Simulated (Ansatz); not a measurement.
# CuAl2 and the effect of the dispersion correction

The cell as given:

```cif
data_structure
_symmetry_space_group_name_H-M 'I4/mmm'
_symmetry_Int_Tables_number 139
_cell_length_a 4.0607
_cell_length_b 4.0607
_cell_length_c 5.7022
_cell_angle_alpha 90.000
_cell_angle_beta 90.000
_cell_angle_gamma 90.000
_cell_volume 94.02
loop_
_atom_site_label
_atom_site_type_symbol
_atom_site_symmetry_multiplicity
_atom_site_Wyckoff_symbol
_atom_site_fract_x
_atom_site_fract_y
_atom_site_fract_z
_atom_site_occupancy
Cu1 Cu 2 b 0.00000 0.00000 0.50000 1
Al1 Al 4 d 0.50000 0.00000 0.25000 1
```

The cell comes from a database or a generator and needn't be the stable form of this composition.

Kept alike: task relaxation of cell and atoms; functional PBEsol; k mesh 9 × 9 × 9; occupations fermi-dirac, width 0.05 eV; no spin polarisation. Program: Ansatz, Ansatz PAW, cutoff 420 eV. The mesh is that of the run's cell of 3 atoms. No spin-orbit coupling.

```csv
dispersion correction,volume (Å³/atom)
D3(BJ),15.127
D3(BJ)-ATM,15.215
D4,15.350
none,15.657
```

The relaxations keep at least the cell's symmetry (I4/mmm). For a metal such a mesh leaves the last digits unconverged. Relaxations stop with a little pressure left, so the last digits of a volume or edge aren't settled. All rows use potentials made for PBE.

**Question.** What does the dispersion correction change here?

**Answer.** The volume runs from 15.127 (D3(BJ)) to 15.657 Å³/atom (none). Against no correction: D3(BJ) -3.4 %; D3(BJ)-ATM -2.8 %; D4 -2.0 %. Dispersion terms mostly attract and so lower the volume; the schemes' coefficients and damping set how far.
